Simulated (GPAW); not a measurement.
Bi, 2 atoms in the cell. The structure is trigonal, space group R-3m (No. 166). Conventional cell: a = 4.565 Å, b = 4.565 Å, c = 11.892 Å, α = 90.00°, β = 90.00°, γ = 120.00°. Bi (site symmetry 3m) is surrounded by 6 Bi at 3.08 to 3.54 Å. 

```yaml
Program: GPAW 26.7.0
Task: energy-loss spectrum
Functional: LDA
Potentials_or_basis: the program's PAW data sets (release 1.2.1) made for this functional
Cutoff: 500 eV
Basis: pw
k_mesh: 6 × 6 × 6
Occupations: fermi-dirac, width 0.05 eV
Spin: no spin polarisation
Eta: 0.2 eV
Response_ecut: 50 eV
Maxiter: 150
Response_k_mesh: 10 × 10 × 10
Domega0: 0.05 eV
Omega2: 10 eV
Kernel: RPA
Response_bands: 47
Q_points: "[[0.0, 0.0, 0.2], [0.0, 0.0, 0.3]]"
```

Potentials or basis: the program's PAW data sets (release 1.2.1) made for this functional, pw.

The run is started by

```sh
$ OMP_NUM_THREADS=1 python run.py
```

Hardware: 1 thread of Arm Neoverse V2, on a shared host.

Q: How long does it take, and how much memory?

A: Wall time 5.4 min on 1 thread of Arm Neoverse V2, with other jobs on the host, peak memory 0.55 GiB. Counts: scf iterations 23, plane waves 1839, bands 25, k points 32.
